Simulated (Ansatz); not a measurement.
BaSnO3 (cubic perovskite, space group No. 221) at seven volumes, plane-wave PAW PBE (Ansatz code), scaled uniformly. One row is withheld.

```
V (Å³/atom)  P (GPa)
-----------  -------
13.254         15.97
13.691          9.67
14.128          4.40
14.565         -0.01
15.002         -3.68
15.439         -6.74
15.876             ?
```

Q: Fit the shown pressures and predict the withheld one.

A: P = (3/2)B₀(x^(7/2) − x^(5/2))[1 + (3/4)(B′ − 4)(x − 1)] with x = (V₀/V)^(2/3). Least squares on the six rows gives V₀ = 14.565 Å³/atom, B₀ = 134 GPa, B′ = 4.99. At V = 15.876, x = 0.9442 and P = -9.32 GPa. The run itself gave -9.28 GPa.

Space group Pm-3m (cubic perovskite). The cell was relaxed with PBE under the symmetry of its start. At this level the phase is dynamically unstable (imaginary phonons). Spin–orbit coupling is left out wherever it is not named.

Potentials: the later of the program's two PAW sets.
